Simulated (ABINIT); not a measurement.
The system is Ga.

```
Ga
1.0
     1.38300   -4.02650    0.00000
     1.38300    4.02650    0.00000
    -0.11745    0.00000    3.32993
Ga
2
Direct
  0.13100 0.86900 0.75000
  0.86900 0.13100 0.25000
```

This isn't the form of Ga at room conditions, which is orthorhombic.

```yaml
Program: ABINIT 10.8.3 (patched build)
Task: single point
Functional: PBE
Potentials_or_basis: JTH PAW PBE v2.0
Cutoff: 463 eV
k_mesh: 10 × 10 × 8
Occupations: fermi-dirac, width 0.05 eV
Spin: no spin polarisation
```

On this cell: pressure 1.4 GPa; largest force 0.200 eV/Å; band gap on the k mesh none (metal or under the smearing width).

The same run follows on a disturbed copy (atoms moved at random, drawn with an rms of 0.05 Å):

```
Ga
1.0
     1.38300   -4.02650    0.00000
     1.38300    4.02650    0.00000
    -0.11745    0.00000    3.32993
Ga
2
Direct
  0.11699 0.85684 0.74834
  0.86667 0.13242 0.23663
```

Question: What does the disturbed cell give?

Answer: The energy (extrapolated to zero smearing) moves by +0.1 meV/atom; pressure 1.4 GPa; largest force 0.182 eV/Å; band gap on the k mesh none (metal or under the smearing width).

Forces in eV/Å, atoms in the order of the input:
```
Ga   0.004 -0.165 -0.076
Ga  -0.004  0.165  0.076
```

Stress tensor (GPa, compression positive):
```
2.23 0.00 0.44
0.00 1.66 0.13
0.44 0.13 0.43
```
